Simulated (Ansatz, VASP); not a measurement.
Pt in VASP and in Ansatz

```
Pt
1.0
     0.00000    2.91487    2.91487
     2.91487    0.00000    2.91487
     2.91487    2.91487    0.00000
Pt
2
Direct
  0.87500 0.87500 0.87500
  0.12500 0.12500 0.12500
```

Alike in both runs: functional PBE; k mesh 12 × 12 × 12; occupations fermi-dirac, width 0.05 eV; no spin polarisation.

Ansatz relaxed the structure, and its values are those at the end. VASP's run is a single point on that final structure, the one shown.

```csv
,VASP,Ansatz
version,VASP 6.6.1,Ansatz 0.2.0
potentials or method,"VASP PAW PBE potentials, release 64 (Pt), cutoff 520 eV","all-electron LAPW, scalar-relativistic"
```

VASP gave:

| Quantity | Value |
| --- | --- |
| pressure (GPa) | -3.3 |

Task: Estimate Ansatz's values.

Result: Pressure (GPa): -2.9.

Ansatz ran all-electron here, so the differences hold the error of VASP's frozen core and of both bases.

Spin-orbit coupling is left out, which matters for the levels of Pt.
